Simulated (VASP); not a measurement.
Write the native input for VASP 6.6.1 that does the following.

```yaml
Task: single point
Functional: LDA
Potentials_or_basis: VASP PAW PBE potentials, release 64 (Eu, S)
Cutoff: 520 eV
k_mesh: 6 × 6 × 6
Occupations: gaussian, width 0.05 eV
Spin: collinear spin, twin_end start
Starting_moments: "[7.55, -0.06] μB"
Hubbard_terms: Eu f U = 8.0 eV, J = 0.9 eV
Dipole_correction: no
LDAUTYPE: 1
Hund's_J: 0.9
Further_INCAR_settings: ALGO = Normal; EDIFF = 1e-06; NBANDS = 22
```

The structure of EuS lies in POSCAR:

```
EuS
1.0
    0.0000000000      2.9785018700      2.9785018700
    2.9785018700      0.0000000000      2.9785018700
    2.9785018700      2.9785018700      0.0000000000
Eu S
1 1
Direct
    0.5000000000      0.5000000000      0.5000000000
    0.0000000000      0.0000000000      0.0000000000
```

The cell was built by a generator and isn't the measured one.

One way to write it, as run:

INCAR

```
PREC     = Accurate       # precision mode
ENCUT    = 520            # plane-wave cutoff, eV
EDIFF    = 1E-6           # SCF threshold, eV
ISMEAR   = 0              # smearing method
SIGMA    = 0.05           # smearing width, eV
LREAL    = False          # projectors in reciprocal space
LASPH    = True           # aspherical terms in the spheres
NELM     = 150            # most SCF steps
ALGO     = Normal         # electronic algorithm
ISIF     = 2              # what is computed and relaxed
LWAVE    = False          # write WAVECAR
LCHARG   = False          # write CHGCAR
ISPIN    = 2              # spin polarisation
MAGMOM   = 7.55 -0.06     # initial moments
LORBIT   = 11             # projections on sites
LMAXMIX  = 6              # l up to which the mixer works
LDAU     = True           # DFT+U
LDAUTYPE = 1            
LDAUL    = 3 -1           # shell
LDAUU    = 8 0            # U, eV
LDAUJ    = 0.9 0        
LDAUPRINT= 1            
GGA      = CA             # functional
NBANDS   = 22             # bands
```

KPOINTS

```
regular mesh
0
Gamma
  6 6 6
```

Potentials or basis: VASP PAW PBE potentials, release 64 (Eu, S).

Launch:

```sh
$ cat potpaw_PBE.64/Eu/POTCAR potpaw_PBE.64/S/POTCAR > POTCAR
$ mpirun -np 1 vasp_std > vasp.out
```

It gave:

```
Pressure                                              : -3.5 GPa
Band gap on the k mesh                                : 0.55 eV, indirect (least direct gap 0.88 eV)
Net moment                                            : 7.00 μB per cell
Site moments                                          : Eu +6.75; S -0.05 μB
Valence electrons inside the program's atomic spheres : Eu 14.84; S 3.72
```

Caveat: the PAW data sets were made with another functional, which shifts forces and pressure a little; spin-orbit coupling is left out, which moves the levels of the heavy elements; a cell with one magnetic atom can't hold antiferromagnetic order, which such compounds often take.

It took 21 s on 1 thread of Intel(R) Xeon(R) 6975P-C (Granite Rapids) (shared host), peak memory 0.18 GiB.
